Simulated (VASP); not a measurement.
# BaS (Fm-3m) in VASP: notebook

The runs below take BaS through single point, with PBEsol.

Program: VASP 6.6.1. These are calculated values, not measurements. Logs are shortened: lines on timing, memory, paths and dates and some standing lists are left out, and cuts for length are marked.

**Experimental background.**

From a printed reference work, monograph, original work of 1988, for a bulk crystal of BaS at 2 K: band gap 3.806 eV (indirect).

How close the calculation comes is told below.

## 1. The cell of the first run

It takes space group Fm-3m (No. 225, cubic). Conventional cell: a = 6.334 Å, b = 6.334 Å, c = 6.334 Å, α = 90.00°, β = 90.00°, γ = 90.00°. Within 4.2 Å of Ba (site symmetry m-3m) lie 6 S at 3.17 Å. Within 4.2 Å of S (site symmetry m-3m) lie 6 Ba at 3.17 Å.

## 2. Single point, PBEsol (volume scaled by 0.975)

Contents of INCAR:

```
  PREC = Accurate
  ENCUT = 520
  EDIFF = 1E-6
  ISMEAR = -1
  SIGMA = 0.02
  LREAL = False
  LASPH = True
  NELM = 60
  ALGO = Normal
  ISIF = 2
  LWAVE = False
  LCHARG = False
  GGA = PS
  NBANDS = 15
```

Contents of KPOINTS:

```
Automatic mesh
0
Gamma
  8 8 8
```

Contents of POSCAR:

```
BaS
1.0
    0.0000000000      3.1669104958      3.1669104958
    3.1669104958      0.0000000000      3.1669104958
    3.1669104958      3.1669104958      0.0000000000
Ba S
1 1
Direct
    0.0000000000      0.0000000000      0.0000000000
    0.5000000000      0.5000000000      0.5000000000
```

Potentials or basis: VASP PAW PBE potentials, release 64 (Ba_sv, S).

Launch:

```bash
> cat potpaw_PBE.64/Ba_sv/POTCAR potpaw_PBE.64/S/POTCAR > POTCAR
> mpirun -np 1 vasp_std > vasp.out
```

OUTCAR:

```text
PREC = Accurate
   ENCUT = 520
   EDIFF = 1E-6
   ISMEAR = -1
   LREAL = False
   LASPH = True
   NELM = 60
   ISIF = 2
   GGA = PS

 ion  position               nearest neighbor table
   1  0.000  0.000  0.000-   2 3.17   2 3.17   2 3.17   2 3.17   2 3.17   2 3.17
   2  0.500  0.500  0.500-   1 3.17   1 3.17   1 3.17   1 3.17   1 3.17   1 3.17

  LATTYP: Found a face centered cubic cell.
 ALAT       =     6.3338209916

  Lattice vectors:

 A1 = (   0.0000000000,   3.1669104958,   3.1669104958)
 A2 = (   3.1669104958,   0.0000000000,   3.1669104958)
 A3 = (   3.1669104958,   3.1669104958,   0.0000000000)

Analysis of symmetry for initial positions (statically):
=====================================================================
 Subroutine PRICEL returns:
 Original cell was already a primitive cell.

 Routine SETGRP: Setting up the symmetry group for a
 face centered cubic supercell.

 Subroutine GETGRP returns: Found 48 space group operations
 (whereof 48 operations were pure point group operations)
 out of a pool of 48 trial point group operations.

The static configuration has the point symmetry O_h .

Analysis of symmetry for dynamics (positions and initial velocities):
=====================================================================
 Subroutine PRICEL returns:
 Original cell was already a primitive cell.

 Routine SETGRP: Setting up the symmetry group for a
 face centered cubic supercell.

 Subroutine GETGRP returns: Found 48 space group operations
 (whereof 48 operations were pure point group operations)
 out of a pool of 48 trial point group operations.

The dynamic configuration has the point symmetry O_h .

 Subroutine INISYM returns: Found 48 space group operations
 (whereof 48 operations are pure point group operations),
 and found     1 'primitive' translations

----------------------------------------------------------------------------------------

                                     Primitive cell

  volume of cell :      63.5239

  direct lattice vectors                    reciprocal lattice vectors
     0.000000000  3.166910496  3.166910496    -0.157882580  0.157882580  0.157882580
     3.166910496  0.000000000  3.166910496     0.157882580 -0.157882580  0.157882580
     3.166910496  3.166910496  0.000000000     0.157882580  0.157882580 -0.157882580

  length of vectors
     4.478687774  4.478687774  4.478687774     0.273460650  0.273460650  0.273460650

  position of ions in fractional coordinates (direct lattice)
     0.000000000  0.000000000  0.000000000
     0.500000000  0.500000000  0.500000000

  ion indices of the primitive-cell ions
   primitive index   ion index
                 1           1
[... 80 lines left out ...]
   ISYM   =      2    0-nonsym 1-usesym 2-fastsym
   POTIM  = 0.5000    time-step for ionic-motion
   TEBEG  =    0.0;   TEEND  =   0.0 temperature during run
   PSTRESS=    0.0 pullay stress
   NELECT =      16.0000    total number of electrons
   NUPDOWN=      -1.0000    fix difference up-down
   EMIN   =  10.00;   EMAX   =-10.00  energy-range for DOS
   EFERMI =   0.00;   METHOD = LEGACY
   ISMEAR =    -1;   SIGMA  =   0.02  broadening in eV -4-tet -1-fermi 0-gaus
   EFERMI_NEDOS =   21; number of points for ismear=-14 and -15
   IALGO  =     38    algorithm
   IMIX   =      4    mixing-type and parameters
     AMIX     =   0.40;   BMIX     =  1.00
     AMIX_MAG =   1.60;   BMIX_MAG =  1.00
  volume/ion in A,a.u.               =      31.76       214.34
  Fermi-wavevector in a.u.,A,eV,Ry     =   1.033877  1.953745 14.543301  1.068902
  Thomas-Fermi vector in A             =   2.168145
   LORBIT       =      0    0 simple, 1 ext, 2 COOP (PROOUT), +10 PAW based schemes
   GGA     = PS    functional components
   LHFCALC =     F    Hartree Fock is set to
   AEXX    =    0.0000 exact exchange contribution
   IVDW    =     0    specifies the selected vdW correction
   LEPSILON=     F    determine dielectric tensor
   LRPA    =     F    only Hartree local field effects (RPA)
 non-spin polarized calculation
  energy-cutoff  :      520.00
  volume of cell :       63.52
 maximum number of plane-waves:      1727
 NGX is ok and might be reduce to    36
   NGX = 17   NGY = 17   NGZ = 17

 number of electron      15.9999999 magnetization

 Free energy of the ion-electron system (eV)
  ---------------------------------------------------
  ext. energy  EPLUGINS =         0.00000000
  ---------------------------------------------------
  free energy    TOTEN  =       -10.71751821 eV

  energy without entropy =      -10.71751821  energy(sigma->0) =      -10.71751821

 E-fermi :   1.8561     XC(G=0):  -8.9294

 val. band max:        1.4759387666   @ k =   0.0000   0.0000   0.0000
 cond. band min:       3.4104827105   @ k =   0.5000   0.5000   0.0000
 fundamental gap:      1.9345439438
 Fermi energy:         1.8561145725

 k-point     1 :       0.0000    0.0000    0.0000
  band No.  band energies     occupation
      1     -24.4823      2.00000
      2      -9.5214      2.00000
      3      -9.5214      2.00000
      4      -9.5214      2.00000
      5      -8.9168      2.00000
      6       1.4759      2.00000
      7       1.4759      2.00000
      8       1.4759      2.00000
      9       5.0067      0.00000
     10       5.2595      0.00000
     11       5.2595      0.00000
     12       5.2595      0.00000
     13       6.2407      0.00000
     14       6.2407      0.00000
[... 401 lines left out ...]
      2     -10.5808      2.00000
      3      -9.7420      2.00000
      4      -9.6405      2.00000
      5      -7.8577      2.00000
      6      -0.0915      2.00000
      7       0.5656      2.00000
      8       0.6553      2.00000
      9       6.0948      0.00000
     10       6.3006      0.00000
     11       8.1948      0.00000
     12       8.4373      0.00000
     13       9.4123      0.00000
     14      10.3264      0.00000
     15      11.0397      0.00000

 [... further k-points ...]
[... 5 lines left out ...]
  --------------------------------------------------------------------------------------
  -------------------------------------------------------------------------------------
  Total        0.2519455      0.2519455      0.2519455      0.0000000     -0.0000000     -0.0000000
  in kB        6.3544768      6.3544768      6.3544768      0.0000000     -0.0000000     -0.0000000
  external PRESSURE =       6.3544768 kB  Pullay stress =       0.0000000 kB

 VOLUME and BASIS-vectors are now :
 -----------------------------------------------------------------------------
  energy-cutoff  :      520.00
  volume of cell :       63.52
      direct lattice vectors                 reciprocal lattice vectors
     0.000000000  3.166910496  3.166910496    -0.157882580  0.157882580  0.157882580
     3.166910496  0.000000000  3.166910496     0.157882580 -0.157882580  0.157882580
     3.166910496  3.166910496  0.000000000     0.157882580  0.157882580 -0.157882580

 POSITION                                       TOTAL-FORCE (eV/Angst)
 -----------------------------------------------------------------------------------
      0.00000      0.00000      0.00000         0.000000     -0.000000     -0.000000
      3.16691      3.16691      3.16691        -0.000000      0.000000      0.000000
 -----------------------------------------------------------------------------------
    total drift:                                0.000000      0.000000      0.000000

  FREE ENERGIE OF THE ION-ELECTRON SYSTEM (eV)
  ---------------------------------------------------
  free  energy   TOTEN  =       -10.7175182085 eV

  energy  without entropy=      -10.7175182085  energy(sigma->0) =      -10.71751821
```

OSZICAR:

```text
N       E                     dE             d eps       ncg     rms          rms(c)
DAV:   1     0.826751797671E+02    0.82675E+02   -0.67317E+03   870   0.919E+02
DAV:   2    -0.628667013027E+01   -0.88962E+02   -0.79435E+02  1173   0.169E+02
DAV:   3    -0.110510382155E+02   -0.47644E+01   -0.47221E+01  1177   0.419E+01
DAV:   4    -0.111431533737E+02   -0.92115E-01   -0.92100E-01  1117   0.583E+00
DAV:   5    -0.111450146569E+02   -0.18613E-02   -0.18612E-02  1183   0.712E-01    0.478E+00
DAV:   6    -0.107214848022E+02    0.42353E+00   -0.55213E-01   996   0.454E+00    0.328E+00
DAV:   7    -0.107126784833E+02    0.88063E-02   -0.13728E-01  1081   0.208E+00    0.178E+00
DAV:   8    -0.107177787197E+02   -0.51002E-02   -0.19496E-02   926   0.905E-01    0.228E-01
DAV:   9    -0.107171086296E+02    0.67009E-03   -0.28068E-03  1136   0.334E-01    0.106E-01
DAV:  10    -0.107175146911E+02   -0.40606E-03   -0.49004E-04   912   0.156E-01    0.274E-02
DAV:  11    -0.107175172916E+02   -0.26004E-05   -0.50251E-05  1143   0.462E-02    0.596E-03
DAV:  12    -0.107175182085E+02   -0.91689E-06   -0.42473E-06   998   0.124E-02
   1 F= -.10717518E+02 E0= -.10717518E+02  d E =-.283232E-10
```

Run time: 34 s. Hardware: 1 thread of AMD EPYC 7R13 (Zen 3), shared host; peak memory 0.18 GiB.

Results:

* Free energy: -10.7175 eV
* Pressure: 0.6 GPa
* Band gap on the k mesh: 1.93 eV, indirect (least direct gap 2.06 eV)

Levels at points of the mesh, in eV from the valence-band top:
```tsv
k point	band 6	band 7	band 8	band 9	band 10	band 11
(0.00, 0.00, 0.00)	0.00	0.00	0.00	3.53	3.78	3.78
(0.50, 0.00, 0.00)	-2.05	-1.16	-1.16	5.55	5.60	6.36
(0.50, 0.50, 0.00)	-0.51	-0.13	-0.13	1.93	5.97	6.08
```

Caveat: the cell differs from its parent crystal (volume scaled by 0.975); the PAW data sets were made with another functional, which shifts forces and pressure a little; spin-orbit coupling is left out, which moves the levels of the heavy elements.

## 3. Single point, PBEsol (volume scaled by 0.96)

Contents of INCAR:

```
ALGO = Normal
EDIFF = 1E-6
ENCUT = 520
GGA = PS
ISIF = 2
ISMEAR = -1
LASPH = True
LCHARG = False
LREAL = False
LWAVE = False
NBANDS = 15
NELM = 80
PREC = Accurate
SIGMA = 0.02
```

Contents of KPOINTS:

```
k-points
0
Gamma
  8 8 8
```

Contents of POSCAR:

```
BaS
1.0
    0.0000000000      3.1505859250      3.1505859250
    3.1505859250      0.0000000000      3.1505859250
    3.1505859250      3.1505859250      0.0000000000
Ba S
1 1
Direct
    0.0000000000      0.0000000000      0.0000000000
    0.5000000000      0.5000000000      0.5000000000
```

Potentials or basis: VASP PAW PBE potentials, release 64 (Ba_sv, S).

Launch:

```bash
> cat potpaw_PBE.64/Ba_sv/POTCAR potpaw_PBE.64/S/POTCAR > POTCAR
> mpirun -np 1 vasp_std > vasp.out
```

It took 31 s on 1 thread of AMD EPYC 7R13 (Zen 3), shared host; peak memory 0.18 GiB.

Results (log left out):

* Free energy: -10.7112 eV
* Pressure: 1.4 GPa
* Band gap on the k mesh: 1.90 eV, indirect (least direct gap 2.02 eV)

Levels at points of the mesh, in eV from the valence-band top:
| k point | band 4 | band 5 | band 6 | band 7 | band 8 | band 9 | band 10 | band 11 | band 12 | band 13 |
| --- | --- | --- | --- | --- | --- | --- | --- | --- | --- | --- |
| (0.00, 0.00, 0.00) | -10.95 | -10.42 | 0.00 | 0.00 | 0.00 | 3.61 | 3.78 | 3.78 | 3.78 | 4.78 |
| (0.50, 0.00, 0.00) | -10.99 | -8.95 | -2.09 | -1.19 | -1.19 | 5.60 | 5.65 | 6.41 | 6.41 | 8.99 |
| (0.50, 0.50, 0.00) | -11.18 | -10.33 | -0.49 | -0.12 | -0.12 | 1.90 | 6.01 | 6.17 | 7.70 | 7.70 |

Caveat: the cell differs from its parent crystal (volume scaled by 0.96); the PAW data sets were made with another functional, which shifts forces and pressure a little; spin-orbit coupling is left out, which moves the levels of the heavy elements. A k mesh can miss the band edges.

## 4. Single point, PBEsol

This run uses another cell than the first one, of 32.58 Å³/atom, 1.026 times its volume.

Contents of INCAR:

```
SYSTEM = BaS
ALGO = Normal
EDIFF = 1E-7
ENCUT = 520
GGA = PS
ISIF = 2
ISMEAR = -1
LASPH = .True.
LCHARG = .True.
LELF = .True.
LREAL = .False.
LVHAR = .True.
LWAVE = .False.
NBANDS = 15
NELM = 80
PREC = Accurate
SIGMA = 0.02
```

Contents of KPOINTS:

```
k-points
0
Gamma
  8 8 8
  0 0 0
```

Contents of POSCAR:

```
BaS
1.0
    0.0000000000      3.1937500000      3.1937500000
    3.1937500000      0.0000000000      3.1937500000
    3.1937500000      3.1937500000      0.0000000000
Ba S
1 1
Direct
    0.0000000000      0.0000000000      0.0000000000
    0.5000000000      0.5000000000      0.5000000000
```

Launch:

```bash
> cat potpaw_PBE.64/Ba_sv/POTCAR potpaw_PBE.64/S/POTCAR > POTCAR
> mpirun -np 1 vasp_std > vasp.out
```

It took 34 s on 1 thread of AMD EPYC 7R13 (Zen 3), shared host; peak memory 0.18 GiB.

The run converged. Its results:

| Item | Value |
| --- | --- |
| Free energy | -10.7181 eV |
| Pressure | -0.5 GPa |
| Band gap on the k mesh | 1.98 eV, indirect (least direct gap 2.12 eV) |

Levels at points of the mesh, in eV from the valence-band top:
```csv
k point,band 5,band 6,band 7,band 8,band 9,band 10,band 11,band 12
"(0.00, 0.00, 0.00)",-10.35,0.00,0.00,0.00,3.41,3.78,3.78,3.78
"(0.50, 0.00, 0.00)",-9.08,-2.00,-1.11,-1.11,5.47,5.52,6.26,6.26
"(0.50, 0.50, 0.00)",-10.26,-0.54,-0.14,-0.14,1.98,5.90,5.92,7.49
```

Caveat: the PAW data sets were made with another functional, which shifts forces and pressure a little; spin-orbit coupling is left out, which moves the levels of the heavy elements.

## 5. Single point, PBEsol (volume scaled by 0.98)

Contents of INCAR:

```
PREC = Accurate
ENCUT = 520
EDIFF = 1E-6
ISMEAR = -1
SIGMA = 0.02
LREAL = F
LASPH = T
NELM = 80
ALGO = Normal
ISIF = 2
LWAVE = F
LCHARG = T
GGA = PS
LELF = T
LVHAR = T
NBANDS = 15
```

Contents of KPOINTS:

```
Automatic mesh
0
Gamma
  8 8 8
```

Contents of POSCAR:

```
BaS
1.0
    0.0000000000      3.1723147904      3.1723147904
    3.1723147904      0.0000000000      3.1723147904
    3.1723147904      3.1723147904      0.0000000000
Ba S
1 1
Direct
    0.0000000000      0.0000000000      0.0000000000
    0.5000000000      0.5000000000      0.5000000000
```

Launch:

```bash
> cat potpaw_PBE.64/Ba_sv/POTCAR potpaw_PBE.64/S/POTCAR > POTCAR
> mpirun -np 1 vasp_std > vasp.out
```

Run time: 35 s. Hardware: 1 thread of AMD EPYC 7R13 (Zen 3), shared host; peak memory 0.18 GiB.

The run converged. Its results:

- Free energy: -10.7186 eV
- Pressure: 0.4 GPa
- Band gap on the k mesh: 1.94 eV, indirect (least direct gap 2.07 eV)

Levels at points of the mesh, in eV from the valence-band top:
```tsv
k point	band 5	band 6	band 7	band 8	band 9	band 10	band 11	band 12
(0.00, 0.00, 0.00)	-10.38	0.00	0.00	0.00	3.51	3.78	3.78	3.78
(0.50, 0.00, 0.00)	-9.02	-2.04	-1.15	-1.15	5.54	5.58	6.34	6.34
(0.50, 0.50, 0.00)	-10.29	-0.52	-0.13	-0.13	1.94	5.96	6.05	7.59
```

Caveat: the cell differs from its parent crystal (volume scaled by 0.98); the PAW data sets were made with another functional, which shifts forces and pressure a little; spin-orbit coupling is left out, which moves the levels of the heavy elements.

[end of part 1 of 2]
